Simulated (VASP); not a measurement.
The system is Ti2Se3.

```
Ti Se
1.0
     4.64670    0.00000    0.00000
    -2.32335    4.02416    0.00000
     0.00000    0.00000    5.70598
Ti Se
2 3
Direct
  0.66667 0.33333 0.50000
  0.33333 0.66667 0.00000
  0.00000 0.00000 0.74540
  0.00000 0.00000 0.25460
  0.66667 0.33333 0.00000
```

The cell was built by a generator and needn't be a form met in nature.

- Program: VASP 6.6.1
- Task: relaxation of cell and atoms
- Functional: PBE
- Potentials or basis: VASP PAW PBE potentials, release 64 (Ti_sv, Se)
- Cutoff: 520 eV
- k mesh: 4 × 4 × 3
- Occupations: gaussian, width 0.15 eV
- Spin: no spin polarisation

At the start: pressure -4.9 GPa; volume 21.34 Å³/atom.

Problem. Where does the relaxation end?

Solution. Over 17 steps the energy falls by 303.7 meV/atom and the volume is 23.43 Å³/atom (+9.8 %); space group P-6m2 (No. 187, to 0.05 Å).

Step by step:
```
step  energy change (eV)  largest force (eV/Å)  pressure (GPa)  volume (Å³)
   1              0.0000                1.0270           -4.95       106.70
   2             -0.2895                0.8246            1.94        96.79
   3             -0.2909                0.8272            2.01        96.64
   4             -0.3899                0.3134            1.35        97.95
   5             -0.4517                0.3417            0.60        99.67
   6             -0.4583                0.6318            0.47       100.43
   7             -0.5634                0.6923            0.17       101.91
   8             -0.8912                0.5432            0.03       105.76
   9             -1.4425                0.1182            1.95       110.92
  10              2.2580                0.6132           18.19       112.29
  11             -1.4584                0.2569            2.83       111.26
  12             -0.7410                0.0343            9.74       113.01
  13             -1.4548                0.3018            3.75       111.68
  14             -1.4650                0.3334           -0.55       121.23
  15             -1.5003                0.0510            0.89       116.67
  16             -1.5001                0.0044            1.37       116.16
  17             -1.5184                0.0493            0.35       117.15
```

Final structure:
```cif
data_structure
_symmetry_space_group_name_H-M 'P 1'
_symmetry_Int_Tables_number 1
_cell_length_a 3.9959
_cell_length_b 3.9959
_cell_length_c 8.4719
_cell_angle_alpha 90.000
_cell_angle_beta 90.000
_cell_angle_gamma 120.000
_cell_volume 117.15
loop_
_atom_site_label
_atom_site_type_symbol
_atom_site_fract_x
_atom_site_fract_y
_atom_site_fract_z
_atom_site_occupancy
Ti1 Ti 0.66667 0.33333 0.50000 1
Ti2 Ti 0.33333 0.66667 0.00000 1
Se1 Se 0.00000 0.00000 0.67442 1
Se2 Se 0.00000 0.00000 0.32558 1
Se3 Se 0.66667 0.33333 0.00000 1
```

Caveat: the k mesh is coarse (spacing up to 0.39 Å⁻¹), so the values aren't converged.
